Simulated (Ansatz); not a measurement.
Space group Fd-3m:1 (No. 227). a = 6.655 Å, b = 6.655 Å, c = 6.655 Å, α = 90.00°, β = 90.00°, γ = 90.00°
```csv
atom,site,symmetry,x,y,z
Sn,8b,-43m,0.0000,0.0000,0.5000
```

Equation of state of this Sn structure (not necessarily the ground state), with shape and atoms relaxed at each volume where symmetry leaves them free. It has no gap at any of these volumes. The calculation used Ansatz, DFT PBE, scalar-relativistic, plane waves, PAW.

Cutoff 420 eV; k points 12×12×12 on the computed 2-atom cell (Γ-centred); Gaussian smearing, width 0.10 eV; no spin polarisation.

```json
{"V (Å³/atom)": "34.627", "E − E(largest V) (meV/atom)": "3.84", "P (GPa)": "2.58"}
{"V (Å³/atom)": "35.732", "E − E(largest V) (meV/atom)": "-8.97", "P (GPa)": "1.19"}
{"V (Å³/atom)": "36.837", "E − E(largest V) (meV/atom)": "-12.98", "P (GPa)": "0.02"}
{"V (Å³/atom)": "37.942", "E − E(largest V) (meV/atom)": "-9.60", "P (GPa)": "-0.97"}
{"V (Å³/atom)": "39.047", "E − E(largest V) (meV/atom)": "0.00", "P (GPa)": "-1.80"}
```

Problem. Fit a third-order Birch–Murnaghan equation to E(V).

Solution. V0 = 36.85 Å³/atom, B0 = 36 GPa, B0' = 4.8.